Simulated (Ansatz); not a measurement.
**Squeezing Ir (sc type)**

```yaml
crystal:
  lattice:
    - [2.57091, 0.00000, 0.00000]
    - [0.00000, 2.57091, 0.00000]
    - [0.00000, 0.00000, 2.57091]
  atoms:
    - { symbol: Ir, position: [0.00000, 0.00000, 0.00000] }
```

The cell comes from a relaxation on PAW files under the same functional, begun from a prototype that needn't be the stable phase.

Its volume is scaled at fixed shape and fractional positions.

Computed with Ansatz 0.2.0; functional PBE, scalar-relativistic. Settings: a Γ-centred 17×17×17 k mesh, Fermi–Dirac smearing of 0.08 eV, no spin polarisation. Methods: LAPW: all electrons, basis error target 1 meV/atom; PAW: frozen-core files, cutoff 420 eV; crystal datasets: all electrons, by PAW datasets that the program makes for each cell; norm-conserving: pseudopotentials, cutoff 925 eV; PAW (cutoff 800 eV): frozen-core files, cutoff 800 eV.

Energies are extrapolated to zero smearing and count from the unscaled cell; pressure is positive in compression; gaps take the mesh and a band path. No temperature or zero-point motion is included.

Spin–orbit coupling is left out, which matters for the heavy atoms.

```csv
V/V0,V (Å³/atom),P LAPW (GPa),ΔE LAPW (eV/atom),P PAW − LAPW (GPa),ΔE PAW − LAPW (meV/atom)
1.00,16.99,-0.06,0.000,0.01,0.0
0.90,15.29,?,?,?,?
0.80,13.59,94.6,0.802,0.09,0.8
0.70,11.89,208.0,2.341,0.34,2.9
0.60,10.20,426.5,5.573,0.99,9.5
0.50,8.50,875.9,12.184,3.24,29.1
0.40,6.80,1902,26.108,13.85,106.4
```

Question: Fit the Vinet equation to the LAPW pressures shown (residuals weighted by 1/(|P| + 0.03·Pmax)), and predict the pressure of the withheld row.

Answer: The fit gives V0 = 17.00 Å³/atom, B0 = 235 GPa and B0′ = 5.33. At 15.29 Å³/atom, x = (V/V0)^(1/3) = 0.9654, and P = 3·B0·(1 − x)/x²·exp[1.5·(B0′ − 1)·(1 − x)] = 32.8 GPa. The run itself gave 33.5 GPa (-2.3 % off) and ΔE = 0.157 eV/atom.

Question: From the table, what is the rise of the enthalpy H = E + pV up to the last row, and how stiff is the crystal between the last two rows?

Answer: ΔH = 26.108 eV + (1902 GPa × 6.80 Å³ + 0.06 GPa × 16.99 Å³) × 0.006242 eV/(GPa·Å³) = 106.80 eV/atom, of which pV makes 76 %. The mean bulk modulus there is −ΔP/Δln V = 4600 GPa.

Question: At the smallest volume, how far do crystal datasets and norm-conserving and PAW (cutoff 800 eV) lie from LAPW in pressure?

Answer: crystal datasets: 0.00 GPa; norm-conserving: +5.26 GPa; PAW (cutoff 800 eV): +13.17 GPa, on a LAPW pressure of 1902 GPa.

Question: How do the Löwdin populations by LAPW change from the unscaled cell to the last row?

Answer: Ir 5s 1.98 → 1.89, Ir 6s 1.04 → 0.81, Ir 5p 5.99 → 5.94, Ir 5d 7.86 → 8.20 electrons an atom. These are projections on the shells that the free atoms fill; 0.13 e a cell lies outside them at the start and 0.17 e at the end.
